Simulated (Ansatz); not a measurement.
# Ta3O: the cost of one run

Method: DFT PBE, scalar-relativistic, plane waves, PAW, in Ansatz 0.2.0.

4 further runs of the same task are left out: 4 set aside as unsound or not needed.

## Step 1: The system as given

It takes space group Pm-3m (No. 221, cubic). The conventional cell has a = 4.174 Å, b = 4.174 Å, c = 4.174 Å, α = 90.00°, β = 90.00°, γ = 90.00°. Ta (site symmetry 4/mmm) is surrounded by 2 O at 2.09 Å. Around O (site symmetry m-3m) lie 6 Ta at 2.09 Å.

Coordinates:

```
Ta O
1.0
     4.17432    0.00000    0.00000
     0.00000    4.17432    0.00000
     0.00000    0.00000    4.17432
Ta O
3 1
Cartesian
  2.0872 0.0000 0.0000
  0.0000 2.0872 0.0000
  0.0000 0.0000 2.0872
  0.0000 0.0000 0.0000
```

This is candidate A: anti-ReO3 type (Pm-3m, No. 221).

(A quick probe on a coarse mesh, which set the mesh and smearing, is not shown.)

## Step 3: Relaxing cell and atoms (candidate A)

input.yaml reads:

```yaml
crystal:
  lattice:
    - [4.1743163919, 0.0, 0.0]
    - [0.0, 4.1743163919, 0.0]
    - [0.0, 0.0, 4.1743163919]
  atoms:
    - { symbol: Ta, position: [0.5, 0.0, 0.0] }
    - { symbol: Ta, position: [0.0, 0.5, 0.0] }
    - { symbol: Ta, position: [0.0, 0.0, 0.5] }
    - { symbol: O, position: [0.0, 0.0, 0.0] }
basis:
  ecutwfc: 420
kpoints:
  mp_grid: { grid: [12, 12, 12] }
hamiltonian:
  xc: pbe
scf:
  occupations: { method: gaussian, width: 0.1 }
output:
  forces: true
  stress: true
  eigenvalues: true
relax:
  adjacent_minimum: "off"
  f_tol: 0.01
  max_steps: 80
  cell: { stress_tol: 0.05 }
```

Run with:

```console
$ ansatz run input.yaml --threads 1 --pin off --max-ram 2560MiB --backend cpu --events-out ev --progress --plain --runs-dir out
```

Q: Estimate wall time and peak memory on 1 thread of Intel Xeon 6975P-C (Granite Rapids), shared host.

About 19 s, with a peak of 0.48 GiB.
